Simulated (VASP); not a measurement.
Write the native input for VASP 6.6.1 that does the following.

```
Task                               : relaxation of the atoms
Functional                         : HSEsol
Dispersion                         : D4
Potentials or basis                : VASP PAW PBE potentials, release 64 (Mg)
Cutoff                             : 520 eV
k mesh                             : 6 × 6 × 6
Occupations                        : gaussian, width 0.1 eV
Spin                               : no spin polarisation
Grid for exact exchange (PRECFOCK) : Fast
Further INCAR settings             : ALGO = Normal; EDIFF = 1e-06; IBRION = 2; EDIFFG = -0.005; NSW = 60
```

The system is Mg.

```
Mg
1.0
    -1.79976    1.83559    1.64811
     1.84301   -1.86641    1.72910
     1.78993    1.85658   -1.68182
Mg
1
Direct
  0.98373 0.98248 0.00888
```

The cell isn't the ideal one: cell strained at random at fixed volume.

One way to write it, as run:

POSCAR

```
Mg
1.0
   -1.7997640000      1.8355850000      1.6481150000
    1.8430090000     -1.8664150000      1.7290980000
    1.7899310000      1.8565820000     -1.6818200000
Mg
1
Direct
   -0.0162650000     -0.0175250000      0.0088770000
```

INCAR.step1

```
SYSTEM = Mg
PREC     = Accurate       ! precision mode
ENCUT    = 520            ! plane-wave cutoff, eV
EDIFF    = 1E-5           ! SCF threshold, eV
ISMEAR   = 0              ! smearing method
SIGMA    = 0.1            ! smearing width, eV
LREAL    = .False.        ! projectors in reciprocal space
LASPH    = .True.         ! aspherical terms in the spheres
NELM     = 80             ! most SCF steps
ALGO     = Normal         ! electronic algorithm
LWAVE    = .True.         ! write WAVECAR
LCHARG   = .False.        ! write CHGCAR
GGA      = PE             ! functional
```

INCAR.step2

```
SYSTEM = Mg
PREC     = Accurate       ! precision mode
ENCUT    = 520            ! plane-wave cutoff, eV
EDIFF    = 1E-6           ! SCF threshold, eV
ISMEAR   = 0              ! smearing method
SIGMA    = 0.1            ! smearing width, eV
LREAL    = .False.        ! projectors in reciprocal space
LASPH    = .True.         ! aspherical terms in the spheres
NELM     = 80             ! most SCF steps
ALGO     = Normal         ! electronic algorithm
ISIF     = 2              ! what is computed and relaxed
LWAVE    = .False.        ! write WAVECAR
LCHARG   = .False.        ! write CHGCAR
GGA      = PS             ! functional
LHFCALC  = .True.         ! exact exchange
HFSCREEN = 0.2            ! screening, 1/A
PRECFOCK = Fast         
IVDW     = 13             ! dispersion correction
VDW_S6   = 1.0          
VDW_S8   = 1.82207807   
VDW_A1   = 0.45646268   
VDW_A2   = 5.59662251   
IBRION   = 2              ! ionic algorithm
NSW      = 60             ! ionic steps
EDIFFG   = -0.005         ! ionic threshold
ISTART   = 1
```

KPOINTS

```
Automatic mesh
0
Gamma
  6 6 6
  0 0 0
```

Potentials or basis: VASP PAW PBE potentials, release 64 (Mg).

Run with:

```bash
$ cat potpaw_PBE.64/Mg/POTCAR > POTCAR
$ cp INCAR.step1 INCAR
$ mpirun -np 1 vasp_std > vasp.out
$ cp INCAR.step2 INCAR
$ mpirun -np 1 vasp_std > vasp.out
```

It gave:

- Pressure after relaxing: -1.1 GPa
- Band gap on the k mesh: none (metal or under the smearing width)
- Dispersion energy per atom: -0.124 eV

Caveat: the k mesh is coarse (spacing up to 0.42 Å⁻¹), so the values aren't converged, least of all with exact exchange; the relaxation stopped at its first step, so nothing moved; the PAW data sets were made with another functional, which shifts forces and pressure a little; pairwise dispersion overbinds metals, which lowers pressure and volume.

Run time: 3.3 min on 1 thread of Intel(R) Xeon(R) Platinum 8375C CPU @ 2.90GHz (Ice Lake), with other jobs on the host, peak memory 0.25 GiB.
